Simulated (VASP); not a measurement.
NaCl:

```xyz
2
Lattice="3.5022 0.0000 0.0000 0.0000 3.5022 0.0000 0.0000 0.0000 3.5022" Properties=species:S:1:pos:R:3 pbc="T T T"
Cl    1.7511    1.7511    1.7511
Na    0.0000    0.0000    0.0000
```

Measurements of this composition are mostly on another form, of space group No. 225.

Base run:

* Program: VASP 6.6.1
* Functional: HSE03
* Potentials or basis: VASP PAW PBE potentials, release 64 (Cl, Na_pv)
* Cutoff: 520 eV
* k mesh: 6 × 6 × 6
* Occupations: gaussian, width 0.02 eV
* Spin: no spin polarisation

Its results: band gap on the k mesh 5.05 eV, indirect (least direct gap 5.58 eV); pressure -0.4 GPa.

Question: The run is repeated on the same cell with these changes: functional from HSE03 to PBE0. What comes out?

Answer: Band gap on the k mesh 6.01 eV, indirect (least direct gap 6.54 eV); pressure -0.5 GPa.

Caveats: the PAW data sets were made with another functional, which shifts forces and pressure a little.
